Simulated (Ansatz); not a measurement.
# AlNi3: the cost of one run

Computed with Ansatz 0.2.0 (DFT PBEsol, scalar-relativistic, plane waves, PAW, unless a step's input says otherwise).

2 further runs of the same task are left out: 2 set aside as unsound or not needed.

## 1. The structure to begin with

The structure is cubic, space group Pm-3m (No. 221). Conventional cell: a = 3.519 Å, b = 3.519 Å, c = 3.519 Å, α = 90.00°, β = 90.00°, γ = 90.00°. Around Al (site symmetry m-3m) lie 12 Ni at 2.49 Å. Ni (site symmetry 4/mmm) is surrounded by 4 Al at 2.49 Å and 8 Ni at 2.49 Å.

As a file:

```cif
data_structure
_symmetry_space_group_name_H-M 'P 1'
_symmetry_Int_Tables_number 1
_cell_length_a 3.5191
_cell_length_b 3.5191
_cell_length_c 3.5191
_cell_angle_alpha 90.000
_cell_angle_beta 90.000
_cell_angle_gamma 90.000
_cell_volume 43.58
loop_
_atom_site_label
_atom_site_type_symbol
_atom_site_fract_x
_atom_site_fract_y
_atom_site_fract_z
_atom_site_occupancy
Al1 Al 0.00000 0.00000 0.00000 1
Ni1 Ni 0.00000 0.50000 0.50000 1
Ni2 Ni 0.50000 0.00000 0.50000 1
Ni3 Ni 0.50000 0.50000 0.00000 1
```

It goes back to an entry of the Materials Project, which need not be the stable form.

This cell was relaxed beforehand with the same method: volume 10.90 Å³/atom, gap on the mesh none (metal), site moments up to 0.3 μB.

## 2. The reference cell

The reference gives a free energy of -17941.2642 eV, pressure 0.00 GPa, largest force 0.000 eV/Å and gap on the mesh none (metal). It was computed beforehand with the settings of the runs below.

## 3. The scan: a strain scan

The cell is strained by ε times the Voigt pattern (0, 0, 0, 0, 1, 0) (xx, yy, zz, yz, xz, xy; engineering shear), with fractional coordinates fixed (clamped ions). The stress on the pattern is the sum of the stress components weighted by it, tension positive.

## 4. ε = -0.1000

File input.yaml:

```yaml
crystal:
  lattice:
    - [3.5190923421, 0.0, -0.1759546171]
    - [0.0, 3.5190923421, 0.0]
    - [-0.1759546171, 0.0, 3.5190923421]
  atoms:
    - { symbol: Al, position: [0.0, 0.0, 0.0] }
    - { symbol: Ni, position: [0.0, 0.5, 0.5], spin: 0.28 }
    - { symbol: Ni, position: [0.5, 0.0, 0.5], spin: 0.28 }
    - { symbol: Ni, position: [0.5, 0.5, 0.0], spin: 0.28 }
basis:
  ecutwfc: 420
kpoints:
  mp_grid: { grid: [14, 14, 14] }
hamiltonian:
  xc: pbesol
scf:
  occupations: { method: gaussian, width: 0.15 }
output:
  forces: true
  stress: true
  eigenvalues: true
  populations: true
  write_density: true
  write_potential: true
  elf: true
  volumetric_format: npy
magnetization:
  spin_polarized: true
```

Run with:

```console
ansatz run input.yaml --threads 1 --pin off --max-ram 2560MiB --backend cpu --events-out ev --progress --plain --runs-dir out
```

What time and memory should one allow on 1 thread of Arm Neoverse V2, shared host?

About 2.1 min, with a peak of 1.1 GiB.
